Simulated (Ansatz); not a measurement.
# KCl (Fm-3m), comparing deformations

Method: DFT r2SCAN, scalar-relativistic, plane waves, PAW (Ansatz 0.2.0). Settings: plane waves to 500 eV, k-mesh 6×6×6 (Γ-centred), Gaussian smearing 0.05 eV. No spin polarisation. Energies are free energies at this smearing, counted from the undisturbed cell; pressure is positive in compression.

The undisturbed cell (as given, not relaxed at this level; it stands at -0.2 GPa):

```
CELL_PARAMETERS angstrom
0.00000 3.15610 3.15610
3.15610 0.00000 3.15610
3.15610 3.15610 0.00000
ATOMIC_POSITIONS crystal
K 0.00000 0.00000 0.00000
Cl 0.50000 0.50000 0.50000
```

The cell is strained by ε times a Voigt pattern (xx, yy, zz, yz, xz, xy; engineering shear) with fractional coordinates fixed. τ = (1/V0) dE/dε comes from the stress tensor. Of each scan, only the three points used here are listed.

```
            pattern        ε  τ (GPa)
 (1, 1, 0, 0, 0, 0)  -0.0150    -1.30
 (1, 1, 0, 0, 0, 0)   0.0000     0.34
 (1, 1, 0, 0, 0, 0)   0.0150     1.69
 (0, 1, 0, 0, 0, 0)  -0.0100   -0.300
 (0, 1, 0, 0, 0, 0)   0.0000    0.171
 (0, 1, 0, 0, 0, 0)   0.0100    0.578
(1, -1, 0, 0, 0, 0)  -0.0075    -0.57
(1, -1, 0, 0, 0, 0)   0.0000     0.00
(1, -1, 0, 0, 0, 0)   0.0075     0.57
```

Q: Which constants do the scans give, and which deformation costs least for the same size of strain tensor?

A: The slope dτ/dε at zero (parabola through three points) is pᵀCp: (1, 1, 0, 0, 0, 0) gives 2(C11 + C12) = 100 GPa; (0, 1, 0, 0, 0, 0) gives C11 = 44 GPa; (1, -1, 0, 0, 0, 0) gives 2(C11 − C12) = 76 GPa. The size of the strain tensor, ε:ε, is ε² times 2.0, 1.0, 2.0. Per unit of it the stiffnesses are 50, 44, 38 GPa, so (1, -1, 0, 0, 0, 0) is the softest of these: at ε:ε = (1 %)² the quadratic term costs 0.37 meV/atom against 0.49 for the stiffest.

Q: What else follows for this cubic crystal?

A: From the unrounded slopes C11 = 43.9 and C12 = 5.9 GPa, so B = (C11 + 2 C12)/3 = 19 GPa and the Poisson ratio for a pull along a cube edge is C12/(C11 + C12) = 0.12. Symmetry also asks 2(C11 − C12) = 76 GPa, against 76 from its own scan.